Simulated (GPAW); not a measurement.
# Co2 Os1 Co2 0001: parallel and opposed starts

Does Co2 Os1 Co2 0001 prefer parallel or opposed moments, or none?

Main program and level: GPAW 26.7.0; PBE; plane waves with GPAW's PAW setups, scalar-relativistic.

### Step 1. The starting structure

The cell holds 5 atoms: 4 Co and 1 Os. Cell: a = 2.734 Å, b = 2.734 Å, c = 19.307 Å, α = 90.0°, β = 90.0°, γ = 120.0°. ideal sites on the substrate's mesh, layer spacings from atomic volumes, unrelaxed, 12 A of vacuum. Vacuum lies along c.

### Step 2. Run 1 (ferro ++++)

The parallel start comes first: it fits the smallest cell, keeps the most symmetry and shows whether parallel moments form.

Contents of order1.py:

```python
import json
import numpy as np
from ase import Atoms
from ase.parallel import paropen, parprint
from gpaw import GPAW

atoms = Atoms(['Co', 'Co', 'Os', 'Co', 'Co'],
    cell=[[2.734, 0.0, 0.0],
         [-1.367, 2.367713, 0.0],
         [0.0, 0.0, 19.306905]],
    scaled_positions=[[0.0, 0.0, 0.31077],
         [0.333333, 0.666667, 0.399584],
         [0.0, 0.0, 0.5],
         [0.333333, 0.666667, 0.600416],
         [0.0, 0.0, 0.68923]],
    pbc=True,
    magmoms=[1.8, 1.8, 0.0, 1.8, 1.8])
atoms.calc = GPAW(mode={'name': 'pw', 'ecut': 450},
    xc='PBE',
    kpts={'size': (20, 20, 1), 'gamma': True},
    occupations={'name': 'fermi-dirac', 'width': 0.05},
    convergence={'density': 1e-05, 'energy': 1e-05},
    maxiter=200,
    mixer={'name': 'pulay', 'beta': 0.03, 'nmaxold': 8, 'weight': 100},
    symmetry={'tolerance': 1e-4},
    txt='order1.txt')
e = atoms.get_potential_energy(force_consistent=True)
res = {'free_energy': e, 'energy_sigma0': atoms.get_potential_energy(), 'fermi_energy': atoms.calc.get_fermi_level()}
res['moments'] = atoms.get_magnetic_moments().tolist()
res['total'] = atoms.get_magnetic_moment()
parprint('site moments (muB):', np.round(res['moments'], 3))
parprint(f"total moment: {res['total']:.3f} muB")
parprint(f'free energy: {e:.6f} eV')
atoms.calc.write('order1.gpw')
with paropen('results.json', 'w') as f:
    json.dump(res, f)
```

On the command line:

```bash
$ OMP_NUM_THREADS=1 mpirun -n 4 gpaw python order1.py > order1.log
```

The next run changes these lines of the input before it:

```diff
@@ -16,3 +16,3 @@
     pbc=True,
-    magmoms=[1.8, 1.8, 0.0, 1.8, 1.8])
+    magmoms=[1.8, 1.8, 0.0, -1.8, -1.8])
 atoms.calc = GPAW(mode={'name': 'pw', 'ecut': 450},
@@ -25,3 +25,3 @@
     symmetry={'tolerance': 1e-4},
-    txt='order1.txt')
+    txt='order2.txt')
 e = atoms.get_potential_energy(force_consistent=True)
@@ -33,3 +33,3 @@
 parprint(f'free energy: {e:.6f} eV')
-atoms.calc.write('order1.gpw')
+atoms.calc.write('order2.gpw')
 with paropen('results.json', 'w') as f:
```

Q: Predict the largest site moment.

Opposed moments of equal size cancel, so the cell has no net moment. Symmetry leaves 3 kinds of site among the 5 atoms, and equivalent atoms carry values of equal size. The lowest state found is antiferromagnetic, reached from the start antiferro ++--, with moments up to 1.84 μB.

```
lowest state found  : antiferromagnetic (started as antiferro ++--)
largest site moment : 1.84 μB
next state          : ferromagnetic, 7.33 meV a seeded atom higher
```

The next state costs 7.3 meV a seeded atom. Only 2 starts are shown; other collinear patterns, canted and longer-period orders are not.

[Logs and program files are shortened in this print: banners, set-up blocks, solver, clock and traceback lines can be left out without a mark of their own.]

[Logs are printed without paths, hosts, clocks, repeated set-up lines and the standing remarks that a program may print on its own settings, such as how far it seeks lower states.]

[Hosts, paths, dates, database ids (printed as entryN), source tags and the programs' standing remarks are cut or masked in the printed files.]

[Where a cell is said to come from a database of computed structures, the database is the Materials Project.]
